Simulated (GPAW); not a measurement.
Runs of GPAW 26.7.0 on Sn. It takes space group Fd-3m (No. 227, cubic). The conventional cell has a = 6.467 Å, b = 6.467 Å, c = 6.467 Å, α = 90.00°, β = 90.00°, γ = 90.00°. Around Sn (site symmetry -43m) lie 4 Sn at 2.80 Å. This isn't the form of Sn at room conditions, which is tetragonal (white tin).

| task | level | potentials or basis | spin | cell | k mesh | cutoff (eV) | maxiter | band path | band points | spin axis theta (degrees) | spin axis phi (degrees) | other keys | gap on the mesh (eV) | pressure (GPa) |
| --- | --- | --- | --- | --- | --- | --- | --- | --- | --- | --- | --- | --- | --- | --- |
| band structure | WC | PAW data sets generated in the run's folder for this functional, pw | SOC, no magnetisation | as given | 6 × 6 × 6 | 600 | 150 | GXWKGLUWLK,UX | 100 | 54.7 | 45 | - | - | (a) |
| band structure | SOGGA | PAW data sets generated in the run's folder for this functional, pw | SOC, no magnetisation | as given | 6 × 6 × 6 | 600 | 150 | GXWKGLUWLK,UX | 60 | 54.7 | 45 | - | - | 1.2 |
| gruneisen | RPBE+D3(BJ) | the program's PAW data sets (release 1.2.1) made for this functional, pw | off | relaxed | 7 × 7 × 7 | 510 | 150 | - | - | - | - | - | none | 0.0 |
| Fermi surface | OLYP | PAW data sets generated in the run's folder for this functional, pw | off | as given | 7 × 7 × 7 | 600 | 80 | - | - | - | - | several, not listed | none | 4.5 |

Alike in all rows: smearing fermi-dirac 0.05 eV.

**Question.** Estimate the missing entries.

**Answer.** (a) 1.3.

Caveats: spin-orbit coupling was added after a scalar SCF, so levels and gaps hold it while energy, forces, pressure and moments don't (some runs); this program's spin-orbit splittings come out too wide for heavy elements (some runs); the cutoff is short for stress and forces, so pressures can be off by a GPa or more (some runs); the density grid can change from cell to cell, which puts small steps into energies and stress (some runs); pairwise dispersion overbinds metals, which lowers pressure and volume (some runs).

A k mesh can miss the band edges, and rows without SOC leave out spin-orbit coupling on Sn.

A gap of «none» marks a metal or a gap under the smearing width.

Runs at the PBE level aren't shown here.
